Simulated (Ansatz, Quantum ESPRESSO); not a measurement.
# CaO(001): dielectric constant from slabs in a field, part 4 of 7

Wanted: electronic and ionic screening from finite-field slabs, the first being CaO(001), 5 layers.

Quantum ESPRESSO 7.5; plane-wave DFT, PBE, GBRV ultrasoft pseudopotentials; geometry by Ansatz 0.2.0 with PAW datasets.

So far. Step 6 (Potential by pp.x, 5 layers): The slope in the vacuum is 0.100 eV/Å for an applied 0.10 V/Å, as it should be. Step 7 (Clamped-ion dielectric constant from the field inside …): ε = 0.1000 / 0.0263 = 3.79.

## Step 8: Relaxing the ions, 5 layers: ions relaxed in a field of 0.0 V/Å

For the ionic share, the slab is first relaxed tightly without a field, by the same code.

File n5.r0.in:

```
&control
  prefix = 'n5.r0'
  outdir = './out'
  pseudo_dir = './pseudo'
  nstep = 30
  forc_conv_thr = 5e-05
  calculation = 'relax'
  tefield = .true.
  dipfield = .true.
  etot_conv_thr = 1e-07
/
&system
  ibrav = 0
  nat = 10
  ntyp = 2
  ecutwfc = 40
  ecutrho = 200
  occupations = 'fixed'
  edir = 3
  emaxpos = 0.97
  eopreg = 0.04
  eamp = 0.0
/
&electrons
  conv_thr = 1e-10
  mixing_beta = 0.5
  electron_maxstep = 120
/
&ions
/
ATOMIC_SPECIES
  Ca  40.0780  ca_pbe_v1.uspp.F.UPF
  O   15.9990  o_pbe_v1.2.uspp.F.UPF
CELL_PARAMETERS angstrom
  3.42239682090000 0.00000000000000 0.00000000000000
  0.00000000000000 3.42239682090000 0.00000000000000
  0.00000000000000 0.00000000000000 25.68000000000000
ATOMIC_POSITIONS crystal
  Ca  -0.000000000000 0.000000000000 0.313529360916
  O   0.500000000000 0.500000000000 0.314177118708
  Ca  0.500000000000 0.500000000000 0.405953176692
  O   -0.000000000000 0.000000000000 0.405622717587
  Ca  0.000000000000 0.000000000000 0.499999994402
  O   0.500000000000 0.500000000000 0.500000005462
  Ca  0.500000000000 0.500000000000 0.594046815072
  O   -0.000000000000 0.000000000000 0.594377289348
  Ca  0.000000000000 0.000000000000 0.686470626437
  O   0.500000000000 0.500000000000 0.685822895377
K_POINTS automatic
  8 8 1 0 0 0
```

Command:

```
OMP_NUM_THREADS=1 mpirun -n 8 pw.x -nk 4 -in n5.r0.in > n5.r0.out
```

What it wrote:

```text
[banner, memory and clock lines left out]
Program PWSCF v.7.5 starts
[citation notice left out]

[...]
bravais-lattice index     =            0
     lattice parameter (alat)  =       6.4674  a.u.
     unit-cell volume          =    2029.7958 (a.u.)^3
     number of atoms/cell      =           10
     number of atomic types    =            2
     number of electrons       =        80.00
     number of Kohn-Sham states=           40
     kinetic-energy cutoff     =      40.0000  Ry
     charge density cutoff     =     200.0000  Ry
     scf convergence threshold =      1.0E-10
     mixing beta               =       0.5000
     number of iterations used =            8  plain     mixing
     energy convergence thresh.=      1.0E-07
     force convergence thresh. =      5.0E-05
     Exchange-correlation= SLA  PW   PBE  PBE
                           (   1   4   3   4   0   0   0)
     nstep                     =           30

[...]
PseudoPot. # 1 for Ca read from file:
     ./pseudo/ca_pbe_v1.uspp.F.UPF
     Pseudo is Ultrasoft + core correction, Zval = 10.0
     Generated by new atomic code, or converted to UPF format
     Using radial grid of  845 points,  6 beta functions with:
                l(1) =   0
                l(2) =   0
                l(3) =   1
                l(4) =   1
                l(5) =   2
                l(6) =   2
     Q(r) pseudized with  8 coefficients,  rinner =    1.500   1.500   1.500
                                                       1.500   1.500

     PseudoPot. # 2 for O  read from file:
     ./pseudo/o_pbe_v1.2.uspp.F.UPF
     Pseudo is Ultrasoft + core correction, Zval =  6.0
     Generated by new atomic code, or converted to UPF format
     Using radial grid of  737 points,  5 beta functions with:
                l(1) =   0
                l(2) =   0
                l(3) =   1
                l(4) =   1
                l(5) =   2
     Q(r) pseudized with  8 coefficients,  rinner =    0.900   0.900   0.900
                                                       0.900   0.900

     atomic species   valence    mass     pseudopotential
     Ca               10.00    40.07800     Ca( 1.00)
     O                 6.00    15.99900     O ( 1.00)

     No symmetry found

[...]
number of k points=    34
[...]
Dense  grid:    97011 G-vectors     FFT dimensions: (  30,  30, 225)

     Smooth grid:    69147 G-vectors     FFT dimensions: (  27,  27, 200)

     Check: negative core charge=   -0.000002

     Initial potential from superposition of free atoms

     starting charge      79.9727, renormalised to      80.0000

     negative rho (up, down):  1.383E-04 0.000E+00

     Adding external electric field

     Computed dipole along edir(3) :
        Dipole               -0.0000 Ry au,         -0.0000 Debye
        Dipole field         -0.0000 Ry au,

        Potential amp.        0.0000 Ry
        Total length         46.5870 bohr

     Starting wfcs are   70 randomized atomic wfcs

     per-process dynamical memory:    70.9 Mb

     Self-consistent Calculation

     iteration #  1     ecut=    40.00 Ry     beta= 0.50
     Davidson diagonalization with overlap
     ethr =  1.00E-02,  avg # of iterations =  1.0

     negative rho (up, down):  1.181E-04 0.000E+00

     Adding external electric field

     Computed dipole along edir(3) :
        Dipole               -0.0000 Ry au,         -0.0001 Debye
        Dipole field         -0.0000 Ry au,

        Potential amp.        0.0000 Ry
        Total length         46.5870 bohr

     total energy              =    -536.33362108 Ry
     estimated scf accuracy    <       3.06518910 Ry

     iteration #  2     ecut=    40.00 Ry     beta= 0.50
[...]
negative rho (up, down):  1.706E-04 0.000E+00

[...]
Dipole                0.0007 Ry au,          0.0019 Debye
[...]
total energy              =    -537.08577648 Ry
     estimated scf accuracy    <       2.28387367 Ry

     iteration #  3     ecut=    40.00 Ry     beta= 0.50
[...]
negative rho (up, down):  2.507E-04 0.000E+00

[...]
Dipole               -0.0016 Ry au,         -0.0041 Debye
[...]
total energy              =    -537.45148942 Ry
     estimated scf accuracy    <       0.05775040 Ry

     iteration #  4     ecut=    40.00 Ry     beta= 0.50
[...]
negative rho (up, down):  2.645E-04 0.000E+00

[...]
Dipole               -0.0004 Ry au,         -0.0010 Debye
[...]
total energy              =    -537.50251810 Ry
     estimated scf accuracy    <       0.18552551 Ry

     iteration #  5     ecut=    40.00 Ry     beta= 0.50
[...]
negative rho (up, down):  2.718E-04 0.000E+00

[...]
Dipole                0.0005 Ry au,          0.0012 Debye
[...]
total energy              =    -537.47818728 Ry
     estimated scf accuracy    <       0.06154391 Ry

     iteration #  6     ecut=    40.00 Ry     beta= 0.50
[...]
negative rho (up, down):  2.792E-04 0.000E+00

[...]
Dipole               -0.0001 Ry au,         -0.0003 Debye
[...]
total energy              =    -537.49719083 Ry
     estimated scf accuracy    <       0.01254067 Ry

[...]
iteration # 14     ecut=    40.00 Ry     beta= 0.50
[...]
negative rho (up, down):  2.798E-04 0.000E+00

[...]
Dipole               -0.0000 Ry au,         -0.0000 Debye
[...]
total energy              =    -537.49901951 Ry
     estimated scf accuracy    <       0.00000006 Ry

     iteration # 15     ecut=    40.00 Ry     beta= 0.50
[...]
negative rho (up, down):  2.798E-04 0.000E+00

[...]
Dipole               -0.0000 Ry au,         -0.0000 Debye
[...]
total energy              =    -537.49901951 Ry
     estimated scf accuracy    <          9.4E-10 Ry

     iteration # 17     ecut=    40.00 Ry     beta= 0.50
[...]
negative rho (up, down):  2.798E-04 0.000E+00

[...]
Dipole               -0.0000 Ry au,         -0.0000 Debye
[...]
End of self-consistent calculation

          k = 0.0000 0.0000 0.0000 (  8737 PWs)   bands (ev):

   -36.7102 -36.7102 -36.4010 -36.2152 -36.2053 -17.9998 -17.9959 -17.7161
   -17.5784 -17.5784 -17.5778 -17.5778 -17.4571 -17.3604 -17.3604 -17.2435
   -17.1661 -17.1661 -17.1371 -17.1371 -14.0014 -13.8052 -13.7554 -13.4819
   -13.4305  -0.2119  -0.2049   0.2101   0.6224   0.9381   0.9381   0.9992
     0.9992   1.0536   1.1480   1.1480   1.4309   1.4309   1.4569   1.4569

          k = 0.0000 0.1250 0.0000 (  8725 PWs)   bands (ev):

   -36.7055 -36.7055 -36.3950 -36.2109 -36.2024 -18.0061 -18.0035 -17.7650
   -17.7108 -17.6409 -17.5696 -17.5692 -17.5531 -17.3491 -17.3230 -17.2821
   -17.2153 -17.1720 -17.1591 -17.1338 -13.8751 -13.7060 -13.6493 -13.3872
   -13.3376  -0.2634  -0.2411   0.1645   0.4882   0.6787   0.7512   0.8148
     0.8657   0.9248   0.9257   0.9982   1.0918   1.1900   1.2760   1.2969

[...]
highest occupied level (ev):     1.4569

!    total energy              =    -537.49901950 Ry
     estimated scf accuracy    <          4.7E-11 Ry

     The total energy is the sum of the following terms:
     one-electron contribution =   -4673.69799083 Ry
     hartree contribution      =    2357.29026519 Ry
     xc contribution           =     -96.77909431 Ry
     ewald contribution        =    1875.68780045 Ry
     electric field correction =       0.00000000 Ry

     convergence has been achieved in  17 iterations

     negative rho (up, down):  2.798E-04 0.000E+00

     Forces acting on atoms (cartesian axes, Ry/au):

     atom    1 type  1   force =     0.00000001    0.00000002   -0.00015153
     atom    2 type  2   force =    -0.00000000   -0.00000001   -0.00013980
     atom    3 type  1   force =     0.00000002    0.00000001   -0.00007183
     atom    4 type  2   force =     0.00000000   -0.00000001    0.00004202
     atom    5 type  1   force =    -0.00000003    0.00000001    0.00000008
     atom    6 type  2   force =    -0.00000001    0.00000000   -0.00000012
     atom    7 type  1   force =     0.00000003   -0.00000001    0.00007193
     atom    8 type  2   force =    -0.00000000   -0.00000001   -0.00004227
     atom    9 type  1   force =    -0.00000000    0.00000001    0.00015190
     atom   10 type  2   force =    -0.00000001   -0.00000001    0.00013962

     Total force =     0.000315     Total SCF correction =     0.000007

     BFGS Geometry Optimization
     Energy error            =      9.9E-08 Ry
     Gradient error          =      1.5E-04 Ry/Bohr

     number of scf cycles    =   1
     number of bfgs steps    =   0

     energy             new  =    -537.4990195024 Ry

     new trust radius        =       0.0001518982 bohr
     new conv_thr            =            1.0E-10 Ry

ATOMIC_POSITIONS (crystal)
Ca               0.0000000023        0.0000000030        0.3135262384
O                0.4999999993        0.4999999990        0.3141742380
Ca               0.5000000024        0.5000000014        0.4059516966
O                0.0000000005       -0.0000000015        0.4056235835
Ca              -0.0000000051        0.0000000022        0.4999999961
O                0.4999999990        0.5000000001        0.5000000029
Ca               0.5000000040        0.4999999980        0.5940482974
O               -0.0000000006       -0.0000000015        0.5943764183
Ca              -0.0000000007        0.0000000008        0.6864737565
O                0.4999999989        0.4999999984        0.6858257724

[...]
NEW-OLD atomic charge density approx. for the potential

     Check: negative core charge=   -0.000002

     negative rho (up, down):  2.797E-04 0.000E+00

     Adding external electric field

     Computed dipole along edir(3) :
        Dipole               -0.0000 Ry au,         -0.0000 Debye
        Dipole field         -0.0000 Ry au,

        Potential amp.        0.0000 Ry
        Total length         46.5870 bohr

     per-process dynamical memory:   114.9 Mb

[...]
!    total energy              =    -537.49901960 Ry
[...]
Total force =     0.000281     Total SCF correction =     0.000019
[...]
number of bfgs steps    =   1
[...]
energy             new  =    -537.4990195977 Ry
[...]
WARNING: bfgs curvature condition failed, Theta= 0.904
     new trust radius        =       0.0001670881 bohr
[...]
!    total energy              =    -537.49901969 Ry
[...]
Total force =     0.000264     Total SCF correction =     0.000004
[...]
number of bfgs steps    =   2
[...]
energy             new  =    -537.4990196936 Ry
[...]
new trust radius        =       0.0002506321 bohr
[...]
!    total energy              =    -537.49902064 Ry
[...]
Total force =     0.000239     Total SCF correction =     0.000004
[...]
number of bfgs steps    =   7
[...]
energy             new  =    -537.4990206367 Ry
[...]
new trust radius        =       0.0006804687 bohr
[...]
Self-consistent Calculation

     iteration #  1     ecut=    40.00 Ry     beta= 0.50
     Davidson diagonalization with overlap
     ethr =  1.00E-06,  avg # of iterations =  2.0

     Threshold (ethr) on eigenvalues was too large:
     Diagonalizing with lowered threshold

     Davidson diagonalization with overlap
     ethr =  1.31E-09,  avg # of iterations =  4.2

     negative rho (up, down):  2.800E-04 0.000E+00

     Adding external electric field

     Computed dipole along edir(3) :
        Dipole                0.0000 Ry au,          0.0000 Debye
        Dipole field          0.0000 Ry au,

        Potential amp.       -0.0000 Ry
        Total length         46.5870 bohr

     total energy              =    -537.49902069 Ry
     estimated scf accuracy    <       0.00000016 Ry

[...]
iteration #  7     ecut=    40.00 Ry     beta= 0.50
[...]
negative rho (up, down):  2.801E-04 0.000E+00

[...]
Dipole                0.0000 Ry au,          0.0000 Debye
[...]
End of self-consistent calculation

          k = 0.0000 0.0000 0.0000 (  8737 PWs)   bands (ev):

   -36.7125 -36.7125 -36.3995 -36.2168 -36.2067 -18.0011 -17.9972 -17.7147
   -17.5804 -17.5804 -17.5799 -17.5799 -17.4576 -17.3589 -17.3589 -17.2441
   -17.1673 -17.1673 -17.1380 -17.1380 -13.9998 -13.8032 -13.7548 -13.4826
   -13.4314  -0.2109  -0.2031   0.2102   0.6222   0.9404   0.9404   1.0010
     1.0010   1.0541   1.1504   1.1504   1.4308   1.4308   1.4570   1.4570

          k = 0.0000 0.1250 0.0000 (  8725 PWs)   bands (ev):

   -36.7078 -36.7078 -36.3935 -36.2124 -36.2038 -18.0074 -18.0048 -17.7647
   -17.7122 -17.6418 -17.5716 -17.5713 -17.5525 -17.3475 -17.3235 -17.2833
   -17.2161 -17.1728 -17.1604 -17.1347 -13.8737 -13.7040 -13.6487 -13.3879
   -13.3385  -0.2622  -0.2391   0.1645   0.4888   0.6809   0.7530   0.8172
     0.8675   0.9249   0.9274   1.0006   1.0917   1.1902   1.2759   1.2968

[...]
0.3661   0.3847   0.5018   0.5330   0.7960   0.8266   0.9021   0.9
```

Wall time 5.4 min (8 MPI ranks of Arm Neoverse V2, shared host); peak memory 1 GiB; 43 min of CPU time.

Hardly anything moved in the relaxation; the energy changed by under 0.2 meV an atom.

This step gave:

* free energy: -7313.0467 eV
* dipole along the normal: 0 e·Å
* valence top, on the run's zero: 1.457 eV

## Step 9: Potential by pp.x, 5 layers

File n5.r0.pot.in:

```
&inputpp
  prefix = 'n5.r0'
  outdir = './out'
  filplot = 'n5.r0.pot.dat'
  plot_num = 11
/
```

Command:

```
OMP_NUM_THREADS=1 mpirun -n 8 pp.x -in n5.r0.pot.in > n5.r0.pot.out
```

The job ended after 0.84 s (8 MPI ranks; peak memory 0.11 GiB).

This step gave:

- slope of the potential above: 2.11e-4 eV/Å
- upper vacuum line continued to the top atoms, over the valence top: 4.078 eV
- slope of the potential below: -1.51e-4 eV/Å
- lower vacuum line continued to the bottom atoms, over the valence top: 4.078 eV

(Part 4 of 7 ends here.)

[Logs are printed without paths, hosts, clocks, repeated set-up lines and the standing remarks that a program may print on its own settings, such as how far it seeks lower states.]

[Hosts, paths, dates, database ids (printed as entryN), source tags and the programs' standing remarks are cut or masked in the printed files.]

[Maps of the electrostatic potential energy from Ansatz leave out the sawtooth potential of an applied field or a dipole correction, so their vacuum need not be flat; planar profiles and work functions include it.]
